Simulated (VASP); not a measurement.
The system is Cu3N.

```
Cu N
1.0
     3.82000    0.00000    0.00000
     0.00000    3.82000    0.00000
     0.00000    0.00000    3.82000
Cu N
3 1
Direct
  0.50000 0.00000 0.00000
  0.00000 0.50000 0.00000
  0.00000 0.00000 0.50000
  0.00000 0.00000 0.00000
```

The cell was built by a generator and needn't be a form met in nature.

* Program: VASP 6.6.1
* Task: relaxation of cell and atoms
* Functional: r2SCAN
* Potentials or basis: VASP PAW PBE potentials, release 64 (Cu, N)
* Cutoff: 600 eV
* k mesh: 8 × 8 × 8
* Occupations: gaussian, width 0.02 eV
* Spin: no spin polarisation

At the start: pressure -2.3 GPa; volume 13.94 Å³/atom.

Question: How do energy, volume and symmetry change on relaxing?

Answer: Over 3 steps the energy falls by 2.0 meV/atom and the volume is 13.66 Å³/atom (-2.0 %); space group Pm-3m (No. 221, to 0.05 Å).

Step by step:
```tsv
step	energy change (eV)	largest force (eV/Å)	pressure (GPa)	volume (Å³)
1	0.0000	0.0000	-2.28	55.74
2	-0.0062	0.0000	1.19	54.16
3	-0.0081	0.0000	0.06	54.65
```

Final structure:
```yaml
crystal:
  lattice:
    - [3.79497, 0.00000, 0.00000]
    - [0.00000, 3.79497, 0.00000]
    - [0.00000, 0.00000, 3.79497]
  atoms:
    - { symbol: Cu, position: [0.50000, 0.00000, 0.00000] }
    - { symbol: Cu, position: [0.00000, 0.50000, 0.00000] }
    - { symbol: Cu, position: [0.00000, 0.00000, 0.50000] }
    - { symbol: N, position: [0.00000, 0.00000, 0.00000] }
```

Caveat: the PAW data sets were made with another functional, which shifts forces and pressure a little.
